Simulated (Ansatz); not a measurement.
A run of Ansatz 0.2.0:

Contents of input.yaml:

```yaml
crystal:
  lattice:
    - [3.5303341067, 0.0, 0.0]
    - [0.0, 3.5303341067, 0.0]
    - [0.0, 0.0, 3.5303341067]
  atoms:
    - { symbol: Ge, position: [0.0, 0.0, 0.0] }
    - { symbol: Ni, position: [0.5, 0.5, 0.0], spin: 0.69, spin_axis: [0.313, -0.321, -0.525] }
    - { symbol: Ni, position: [0.0, 0.5, 0.5], spin: 0.76, spin_axis: [0.339, 0.68, 0.013] }
    - { symbol: Ni, position: [0.5, 0.0, 0.5], spin: 0.98, spin_axis: [0.046, -0.089, -0.975] }
hamiltonian:
  xc: pbesol
  pseudopotentials: { kind: paw }
magnetization:
  noncollinear: true
  spin_orbit: false
kpoints:
  mp_grid: { grid: [6, 6, 6] }
scf:
  occupations: { method: fermi_dirac, width: 0.05 }
output:
  forces: true
  stress: true
  eigenvalues: true
  write_density: true
  write_potential: true
  elf: true
  volumetric_format: npy
```

Potentials or basis: Ansatz PAW.

Command:

```bash
$ ansatz run input.yaml --threads 2 --pin off --max-ram 5632MiB --backend cpu --events-out ev --progress --plain --runs-dir out
```

Hardware: 2 threads of Intel(R) Xeon(R) Platinum 8259CL CPU @ 2.50GHz (Skylake/Cascade Lake) (shared host).

Question: How long does it take, and how much memory?

Answer: It took 66 s on 2 threads of Intel(R) Xeon(R) Platinum 8259CL CPU @ 2.50GHz (Skylake/Cascade Lake), with other jobs on the host, peak memory 0.75 GiB. Counts: scf iterations 24, plane waves 847, k points 64, bands 82.
